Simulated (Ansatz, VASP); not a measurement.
## Sb: VASP beside Ansatz

Contents of INCAR:

```
SYSTEM = Sb
PREC = Accurate ; ENCUT = 520
EDIFF = 1E-8 ; ISMEAR = -1
SIGMA = 0.05 ; LREAL = .FALSE.
LASPH = .TRUE. ; NELM = 60
ALGO = Normal ; ISIF = 2
LWAVE = .FALSE. ; LCHARG = .FALSE.
GGA = PS ; LEFG = .TRUE.
NBANDS = 8
```

The input KPOINTS:

```
Automatic mesh
0
G
  12 12 12
  0 0 0
```

Contents of POSCAR:

```
Sb
1.0
    0.0000000000      2.3240504507      2.3240504507
    2.3240504507      0.0000000000      2.3240504507
    2.3240504507      2.3240504507      0.0000000000
Sb
1
Direct
    0.0000000000      0.0000000000      0.0000000000
```

Input for Ansatz:

```yaml
crystal:
  lattice:
    - [0.0, 2.3240504507, 2.3240504507]
    - [2.3240504507, 0.0, 2.3240504507]
    - [2.3240504507, 2.3240504507, 0.0]
  atoms:
    - { symbol: Sb, position: [0.0, 0.0, 0.0] }
kpoints:
  mp_grid: { grid: [12, 12, 12] }
scf:
  occupations: { method: fermi_dirac, width: 0.05 }
hamiltonian:
  xc: pbesol
  pseudopotentials: { kind: paw }
output:
  forces: true
  stress: true
  eigenvalues: true
  efg: { contact_densities: true }
```

Change from the starting cell: volume scaled by 1.025, PAW files.

Alike in both runs: task electric field gradients; functional PBEsol; k mesh 12 × 12 × 12; occupations fermi-dirac, width 0.05 eV; no spin polarisation.

|  | VASP | Ansatz |
| --- | --- | --- |
| version | VASP 6.6.1 | Ansatz 0.2.0 |
| potentials or method | VASP PAW PBE potentials, release 64 (Sb) | PAW with Ansatz's default frozen-core files, scalar-relativistic |
| plane-wave cutoff (eV) | 520 | 420 |
| valence electrons in the cell | 5 | 15 |

Ansatz gave:

```
pressure (GPa)                                                 : 3.1
Vzz of the field gradient on the site that differs most (V/Å²) : 0.0
```

Problem. Estimate VASP's values.

Solution. Pressure (GPa): 3.2; Vzz of the field gradient on the site that differs most (V/Å²): 0.0.

The two sets of potentials don't hold the same shells in valence. Ansatz warned: «gradients_without_spin_orbit».

Caveats: the PAW data sets were made with another functional, which shifts forces and pressure a little (VASP). The runs have no spin-orbit coupling, so splittings on Sb are missing.
